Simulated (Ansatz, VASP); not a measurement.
One calculation of Ir, two programs

```
CELL_PARAMETERS angstrom
0.00000 1.91970 1.86211
1.91970 0.00000 1.86211
1.91970 1.91970 0.00000
ATOMIC_POSITIONS crystal
Ir 0.00000 0.00000 0.00000
```

Change from the starting cell: zz strain of -3 %.

Alike in both runs: task single point; functional PBE; k mesh 15 × 15 × 15; occupations fermi-dirac, width 0.05 eV; no spin polarisation.

|  | VASP | Ansatz |
| --- | --- | --- |
| version | VASP 6.6.1 | Ansatz 0.2.0 |
| potentials or method | VASP PAW PBE potentials, release 64 (Ir), cutoff 520 eV | all-electron LAPW, scalar-relativistic |

VASP gave:

* pressure (GPa): 22.8
* largest component of the traceless stress (GPa): 8.33

Task: Which values does Ansatz return?

Result: Pressure (GPa): 21.9; largest component of the traceless stress (GPa): 8.37.

Ansatz ran all-electron here, so the differences hold the error of VASP's frozen core and of both bases.

Caveats: so large a pressure means that the cell lies far from this level's equilibrium, or that cutoff or potentials fall short (VASP). The runs have no spin-orbit coupling, so splittings on Ir are missing.
